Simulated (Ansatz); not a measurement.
Crystal: Au.

```
CELL_PARAMETERS angstrom
0.00000 2.03500 2.03500
2.03500 0.00000 2.03500
2.03500 2.03500 0.00000
ATOMIC_POSITIONS crystal
Au 0.00000 0.00000 0.00000
```

- Program: Ansatz 0.2.0
- Task: relaxation of cell and atoms
- Functional: HSE06
- Potentials or basis: Ansatz PAW
- Cutoff: 420 eV (not typed: the program's choice for these potentials)
- k mesh: 6 × 6 × 6
- Occupations: fermi-dirac, width 0.05 eV
- Spin: no spin polarisation

At the start: volume 16.85 Å³/atom.

Question: Where does the relaxation end?

Answer: It ends after 4 steps and the volume is 17.71 Å³/atom (+5.1 %); space group Fm-3m (No. 225, to 0.05 Å).

Step by step:
| step | energy change (eV) | largest force (eV/Å) | volume (Å³) |
| --- | --- | --- | --- |
| 1 | 0.0000 | 0.0000 | 16.85 |
| 2 | -0.0194 | 0.0000 | 17.89 |
| 3 | -0.0203 | 0.0000 | 17.71 |
| 4 | -0.0212 | 0.0000 | 17.71 |

Final structure:
```xyz
1
Lattice="0.0000 2.0688 2.0688 2.0688 0.0000 2.0688 2.0688 2.0688 0.0000" Properties=species:S:1:pos:R:3 pbc="T T T"
Au    0.0000    0.0000    0.0000
```

Caveat: the k mesh is coarse (spacing up to 0.45 Å⁻¹), so the values aren't converged, least of all with exact exchange; the plane-wave basis is chosen anew once the cell has moved, so the energies of steps on either side of that aren't comparable; the PAW data sets come from PBE, with cores solved anew for the run's functional, which leaves a small shift of forces and pressure.
